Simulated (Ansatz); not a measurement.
A series in volume per atom on KCl

All results are calculated (Ansatz 0.2.0). Periodic Kohn-Sham DFT of a crystal at fixed atoms; Kohn-Sham levels at symmetry points; band -1 is the highest filled and +1 the lowest empty one at that point, spin up along a +z start moment.

Cell of the first row (space group Fm-3m, No. 225):
```
CELL_PARAMETERS angstrom
0.00000 3.09170 3.09170
3.09170 0.00000 3.09170
3.09170 3.09170 0.00000
ATOMIC_POSITIONS crystal
K 0.00000 0.00000 0.00000
Cl 0.50000 0.50000 0.50000
```

Settings of every row: method all-electron LAPW; functional PBEsol; relativity scalar; k mesh 7x7x7; filling fermi-dirac; smearing width 0.03 eV; basis error target 0.5 meV/atom; nucleus gaussian.

Atom start moment: 0 on all atoms.

Limits: semilocal functionals tend to give too small a gap.

```csv
row,volume per atom (Å³),band gap (eV),smallest direct gap on path (eV)
1,29.552,5.198,5.198
2,30.18,5.128,5.128
3,30.809,5.061,5.061
4,31.123,5.029,5.029
5,31.438,4.997,4.997
6,31.752,4.967,4.967
7,32.067,4.937,4.937
8,32.695,4.878,4.878
9,33.324,?,?
```

Question: what band gap should row 9 give?

Worked fit of band gap. Take t = volume per atom − 31, in Å³. The shown rows have t = -1.448, -0.82, -0.191, 0.123, 0.438, 0.752, 1.067, 1.695. Least squares give band gap = 5.0416 − 0.10253 × t + 0.0037 × t² eV; a straight line predicts inner rows, each left out in turn, worse (root mean square 0.0029 against 0.00048 eV). The rows lie off it by 0.000, 0.000, 0.000, 0.000, 0.000, 0.000, 0.001, 0.000. The withheld row has t = 2.324, so the fit gives 5.0416 − 0.10253 × (2.324) + 0.0037 × (2.324)² = 4.823 eV.

The calculation gave 4.822 eV. The fit lies 0.001 eV (0.27 % of the column's range) above it, one unit of the last digit. This row lies beyond the range of the fit.

The other values of row 9: smallest direct gap on path 4.822 eV.
